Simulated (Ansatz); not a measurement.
All numbers below come from DFT PBE, scalar-relativistic, plane waves, PAW (Ansatz 0.2.0). All cells share a 420 eV cutoff and Γ-centred k meshes spaced at most about 0.3 Å⁻¹ (2π included). No spin polarisation in the final relaxations.

Temperature and zero-point effects are left out.

Compare these two cells of LiF, each relaxed at this level.

1.

```xyz
2
Lattice="0.0000 2.0335 2.0335 2.0335 0.0000 2.0335 2.0335 2.0335 0.0000" Properties=species:S:1:pos:R:3 pbc="T T T"
Li    2.0335    2.0335    2.0335
F     0.0000    0.0000    0.0000
```

2.

```xyz
2
Lattice="0.0000 2.1818 2.1818 2.1818 0.0000 2.1818 2.1818 2.1818 0.0000" Properties=species:S:1:pos:R:3 pbc="T T T"
Li    1.0909    1.0909    1.0909
F     2.1818    2.1818    2.1818
```

Task: Which form is favoured at zero pressure, and by what margin per atom?

Result: Cell 1 is lower, by 4 meV/atom. Cell 1 has the rock salt type, space group Fm-3m (No. 225), 8.4 Å³/atom and a gap of 8.84 eV on its mesh; cell 2 has the zinc blende type, space group F-43m (No. 216), 10.4 Å³/atom and a gap of 7.65 eV. Counting F atoms around Li (those within 1.25 times the shortest such distance or 1.15 times the sum of covalent radii), cell 1 has Li 6 and cell 2 has Li 4. The denser one is the lower, and pressure would at first widen the difference. In cell 1, Li has 6 F at 2.03 Å; F has 6 Li at 2.03 Å. In cell 2, Li is surrounded by 4 F at 1.89 Å; around F lie 4 Li at 1.89 Å. Both come from invented guesses. The part of the Crystallography Open Database at hand lists LiF in space group No. 225; sharing a group (Fm-3m) doesn't make a cell the listed structure.

Kohn–Sham gaps at this level usually fall short of measured ones. With atoms moved at random, F-43m came back. Other cells relaxed within their symmetry can be saddle points.
